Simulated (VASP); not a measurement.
# Cs: intraband terms of a metal's spectrum

Cs, P6_3/mmc (no. 194), 2 atoms in the cell. PBE, independent-particle dielectric function; PAW potentials Cs_sv (PBE set).

## Input

INCAR.step1:
```
SYSTEM = Cs
PREC = Accurate
ENCUT = 260
ISMEAR = 1
SIGMA = 0.1
EDIFF = 1E-7
LASPH = .True.
KPAR = 4
LWAVE = .False.
LCHARG = .True.
LMAXMIX = 4
```

INCAR.step2:
```
SYSTEM = Cs
PREC = Accurate
ENCUT = 260
ISMEAR = 0
SIGMA = 0.3
EDIFF = 1E-6
LASPH = .True.
KPAR = 4
LWAVE = .True.
LCHARG = .False.
LMAXMIX = 4
ICHARG = 11
NBANDS = 27
NEDOS = 3000
OMEGAMAX = 30
CSHIFT = 0.1
```

INCAR.step3, as INCAR.step2 but for:
```
- LWAVE = .True.
+ LWAVE = .False.
+ LOPTICS = .True.
+ ALGO = None
+ NELM = 1
+ ISTART = 1
```

INCAR.step4, as INCAR.step3 but for:
```
+ WPLASMAI = 0.03
```

INCAR.step5 to INCAR.step6 change the same tag again: WPLASMAI = 0.1, 0.3.

INCAR.step7, as INCAR.step6 but for:
```
- WPLASMAI = 0.3
+ RTIME = 20
```

INCAR.step8, as INCAR.step7 but for:
```
- RTIME = 20
+ RTIME = 1
```

INCAR.step9, as INCAR.step8 but for:
```
- RTIME = 1
+ LNABLA = .True.
```

INCAR.step10, as INCAR.step9 but for:
```
- ISMEAR = 0
- LNABLA = .True.
+ ISMEAR = -5
```

KPOINTS.step1:
```
k-points
0
Gamma
  6 6 3
```

KPOINTS.step2:
```
k-points
0
Gamma
  14 14 8
```

POSCAR:
```
Cs
1.0
    5.5663060538      0.0000000000      0.0000000000
   -2.7831530269      4.8205624479      0.0000000000
    0.0000000000      0.0000000000      9.2584789600
Cs
2
Direct
    0.6666666667      0.3333333333      0.7500000000
    0.3333333333      0.6666666667      0.2500000000
```

Commands (each step's output is kept before the next begins):
```
cat potpaw_PBE.64/Cs_sv/POTCAR > POTCAR
cp INCAR.step1 INCAR
cp KPOINTS.step1 KPOINTS
mpirun -np 4 vasp_std > vasp.out
cp INCAR.step2 INCAR
cp KPOINTS.step2 KPOINTS
mpirun -np 4 vasp_std > vasp.out
cp INCAR.step3 INCAR
mpirun -np 4 vasp_std > vasp.out
cp INCAR.step4 INCAR
mpirun -np 4 vasp_std > vasp.out
cp INCAR.step5 INCAR
mpirun -np 4 vasp_std > vasp.out
cp INCAR.step6 INCAR
mpirun -np 4 vasp_std > vasp.out
cp INCAR.step7 INCAR
mpirun -np 4 vasp_std > vasp.out
cp INCAR.step8 INCAR
mpirun -np 4 vasp_std > vasp.out
cp INCAR.step9 INCAR
mpirun -np 4 vasp_std > vasp.out
cp INCAR.step10 INCAR
mpirun -np 4 vasp_std > vasp.out
```

## Result

- Bands: 27

One ground state, settings moved in the last step alone:

| Settings | Plasma frequency (eV) | Im ε at 0.5 eV | Im ε at 1 eV | Im ε at 2 eV | Im ε at 4 eV | Time (s) |
|---|---|---|---|---|---|---|
| interband part alone | 2.73 | 5.5 | 3.0 | 0.9 | 0.4 | 25 |
| Drude term, WPLASMAI 0.03 | 2.73 | 7.3 | 3.2 | 0.9 | 0.4 | 25 |
| Drude term, WPLASMAI 0.1 | 2.73 | 11.2 | 3.7 | 1.0 | 0.4 | 20 |
| Drude term, WPLASMAI 0.3 | 2.73 | 18.6 | 5.0 | 1.2 | 0.4 | 18 |
| relaxation time RTIME 20 fs | 2.73 | 7.4 | 3.2 | 0.9 | 0.4 | 17 |
| relaxation time RTIME 1 fs | 2.73 | 19.8 | 6.4 | 1.5 | 0.4 | 18 |
| transversal form (LNABLA) | 2.73 | 5.5 | 3.0 | 0.9 | 0.4 | 19 |
| tetrahedron method | – | – | – | – | – | no result |

Limits: Spin-orbit coupling is left out, which can matter with atoms this heavy.

VASP 6.6.1 took 259 s on 4 cores (AMD EPYC 7R43 (Zen 3)), a shared host.
